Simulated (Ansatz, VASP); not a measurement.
One calculation of Al, two programs

The input INCAR:

```
SYSTEM = Al
  PREC = Accurate
  ENCUT = 600
  EDIFF = 1E-6
  ISMEAR = 0
  SIGMA = 0.1
  LREAL = .False.
  LASPH = .True.
  NELM = 100
  ALGO = Normal
  ISIF = 4
  LWAVE = .False.
  LCHARG = .False.
  GGA = PE
  IVDW = 12
  IBRION = 2
  NSW = 50
  EDIFFG = -0.01
```

KPOINTS

```
Automatic mesh
0
Gamma
  18 18 6
  0 0 0
```

File POSCAR:

```
Al
1.0
    2.6973568674      0.0000000000      0.0000000000
   -1.3486784337      2.3359795703      0.0000000000
    0.0000000000      0.0000000000      8.8562652028
Al
4
Direct
    0.0000000000      0.0000000000      0.0000000000
    0.3333333333      0.6666666667      0.2500000000
    0.0000000000      0.0000000000      0.5000000000
    0.6666666667      0.3333333333      0.7500000000
```

Input for Ansatz:

```yaml
crystal:
  lattice:
    - [2.6973568674, 0.0, 0.0]
    - [-1.3486784337, 2.3359795703, 0.0]
    - [0.0, 0.0, 8.8562652028]
  atoms:
    - { symbol: Al, position: [0.0, 0.0, 0.0] }
    - { symbol: Al, position: [0.3333333333, 0.6666666667, 0.25] }
    - { symbol: Al, position: [0.0, 0.0, 0.5] }
    - { symbol: Al, position: [0.6666666667, 0.3333333333, 0.75] }
basis:
  ecutwfc: 420
kpoints:
  mp_grid: { grid: [18, 18, 6] }
hamiltonian:
  xc: pbe
  dispersion: d3bj
scf:
  occupations: { method: gaussian, width: 0.1 }
output:
  forces: true
  stress: true
  eigenvalues: true
  write_density: true
  write_potential: true
  elf: true
  volumetric_format: npy
relax:
  adjacent_minimum: "off"
  f_tol: 0.01
  max_steps: 30
  cell: { stress_tol: 0.1, fix: [volume] }
```

Alike in both runs: task relaxation of shape and atoms at fixed volume; functional PBE; dispersion D3(BJ); k mesh 18 × 18 × 6; occupations gaussian, width 0.1 eV; no spin polarisation.

|  | VASP | Ansatz |
| --- | --- | --- |
| version | VASP 6.6.1 | Ansatz 0.2.0 |
| potentials or method | VASP PAW PBE potentials, release 64 (Al) | scalar-relativistic, plane waves, PAW |
| plane-wave cutoff (eV) | 600 | 420 |
| valence electrons in the cell | 12 | 12 |

|  | VASP | Ansatz | Ansatz less VASP |
| --- | --- | --- | --- |
| gap on the k mesh at the Fermi level, each at its own relaxed structure (eV) | none | none | - |
| relaxed volume (Å³/atom) | 13.95 | 13.95 | 0.000 |
| relaxed cell length with the largest relative difference (Å) | 2.697 | 2.697 | 0.0000 |

A gap of «none» marks a metal or a gap that the smearing closes.

Caveats: the relaxation stopped at its first step, so nothing moved; pairwise dispersion overbinds metals, which lowers pressure and volume.
